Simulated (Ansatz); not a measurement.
The system is Ti.

```
Ti
1.0
     2.95000    0.00000    0.00000
    -1.47500    2.55477    0.00000
     0.00000    0.00000    4.68000
Ti
2
Direct
  0.66667 0.33333 0.75000
  0.33333 0.66667 0.25000
```

| Item | Value |
| --- | --- |
| Program | Ansatz 0.2.0 |
| Task | relaxation of cell and atoms |
| Functional | PBEsol |
| Dispersion | D3(BJ)-ATM |
| Potentials or basis | Ansatz PAW |
| Cutoff | 420 eV (not typed: the program's choice for these potentials) |
| k mesh | 10 × 10 × 6 |
| Occupations | fermi-dirac, width 0.05 eV |
| Spin | no spin polarisation |

At the start: volume 17.64 Å³/atom.

Task: Where does the relaxation end?

Result: It ends after 8 steps and the volume is 16.05 Å³/atom (-9.0 %); space group P6_3/mmc (No. 194, to 0.05 Å).

The path:
```tsv
step	energy change (eV)	largest force (eV/Å)	volume (Å³)
1	0.0000	0.0000	35.27
2	-0.0716	0.0000	30.42
3	-0.1082	0.0000	32.29
4	-0.1088	0.0000	32.10
5	-0.1088	0.0000	32.08
6	-0.1086	0.0000	32.08
7	-0.1086	0.0000	32.09
8	-0.1086	0.0000	32.09
```

Final structure:
```
Ti
1.0
     2.86394    0.00000    0.00000
    -1.43197    2.48024    0.00000
     0.00000    0.00000    4.51800
Ti
2
Direct
  0.66667 0.33333 0.75000
  0.33333 0.66667 0.25000
```

Caveat: the plane-wave basis is chosen anew once the cell has moved, so the energies of steps on either side of that aren't comparable; pairwise dispersion overbinds metals, which lowers pressure and volume; the PAW data sets come from PBE, with cores solved anew for the run's functional, which leaves a small shift of forces and pressure.
